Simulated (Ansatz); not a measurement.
Born–Oppenheimer molecular dynamics of a periodic cell of 16 atoms, WC (start crystal WC, start structure P-6m2, volume 1.1 times the crystal's). It goes on from the last frame of an earlier run, with new velocities.

Theory: Ansatz 0.2.0, DFT PBE, scalar-relativistic, plane waves, PAW. Settings: PAW set soft_1, cutoff 420 eV, k mesh 2x2x2, fermi-dirac smearing 0.3 eV, no spin polarisation.

* ensemble: NVT, Langevin thermostat
* time step: 1.12 fs
* steps asked: 269
* set temperature: 2800 K
* friction: 0.02 /fs
* temperature schedule: 202 steps to 300 K, then 67 steps to 300 K
* seed: 381047

First frame:

```xyz
16
Lattice="-2.9868 -5.1733 0.0000 4.4802 -2.5866 0.0000 0.0000 0.0000 5.8458" Properties=species:S:1:pos:R:3
W -0.056 -5.191 -0.137
C 1.511 -4.067 1.273
W 0.107 -5.451 2.654
C 1.306 -3.973 3.850
W -1.462 -2.594 -0.263
C -0.085 -1.930 1.250
W -1.429 -2.399 2.793
C -0.041 -1.546 4.219
W 1.385 -2.350 -0.248
C 3.043 -1.730 1.204
W 1.231 -2.492 2.664
C 2.636 -1.545 4.250
W 0.056 -0.120 -0.047
C -1.602 -4.259 1.210
W 0.210 0.207 2.681
C -1.356 -4.257 4.211
```

(1) What does the run give?

(2) What happens to the structure?

(3) How do temperature and energy run in time?

## Answers

(1) The run went to its last step.

```json
{
 "steps done": "269",
 "time covered": "301.28 fs",
 "mean temperature over the second half": "916 K",
 "spread of the potential energy over the second half": "47.0 meV per atom",
 "mean potential energy of the second half above the start": "-337.6 meV per atom"
}
```

The schedule's set-point averaged 509 K over the second half and the system 916 K, so it lags behind the ramp. A run of 0.3 ps of so small a system gives no equilibrium averages. Limits of this set-up: coarse k mesh.

(2) Mean squared displacements from the first frame to the last, about the centre of mass: W 0.06 Å², C 0.10 Å². This is one draw of velocities; another would differ in detail.

(3) 
```csv
time (fs),T (K),potential energy less start (eV)
0.0,2625,0.000
24.6,3110,0.030
49.3,2263,-1.343
73.9,1965,-3.061
98.6,2063,-3.921
123.2,2477,-5.127
147.8,1012,-4.260
172.5,1598,-4.793
197.1,783,-4.128
221.8,986,-5.392
246.4,1053,-6.527
271.0,490,-6.020
295.7,441,-6.077
```

Time of the run: 24 min on 1 thread of Arm Neoverse V2, with other jobs on the host, peak memory 0.52 GiB.
